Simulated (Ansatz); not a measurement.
Runs of Ansatz 0.2.0 on SiNi3. It takes space group Pm-3m (No. 221, cubic). The conventional cell has a = 3.542 Å, b = 3.542 Å, c = 3.542 Å, α = 90.00°, β = 90.00°, γ = 90.00°. Ni (site symmetry 4/mmm) is surrounded by 8 Ni at 2.50 Å and 4 Si at 2.50 Å. Si (site symmetry m-3m) is surrounded by 12 Ni at 2.50 Å. 

```csv
level,cutoff (eV),gap on the mesh (eV),pressure (GPa),moment (μB)
revPBE,420,none,(b),0.00
RPBE,420,none,(a),0.00
LDA,420,none,-20.1,0.00
r2SCAN,500,none,-13.4,0.22
PBEsol,420,none,-14.1,0.00
BLYP,420,none,3.5,0.00
```

Alike in all rows: task band structure; potentials or basis Ansatz PAW; spin collinear, ferromagnetic start; cell as given; k mesh 4 × 4 × 4; smearing fermi-dirac 0.05 eV; the mesh is coarse, so values aren't converged.

**Question.** Estimate the missing entries.

**Answer.** (a) -1.3; (b) -2.6.

Caveats: all runs use coarse meshes; the PAW data sets come from PBE, with cores solved anew for the run's functional, which leaves a small shift of forces and pressure; the starting moments weren't kept; the magnetic or orbital state may not be the lowest (some runs).

A gap of «none» marks a metal or a gap under the smearing width.

Runs at the PBE level aren't shown here.
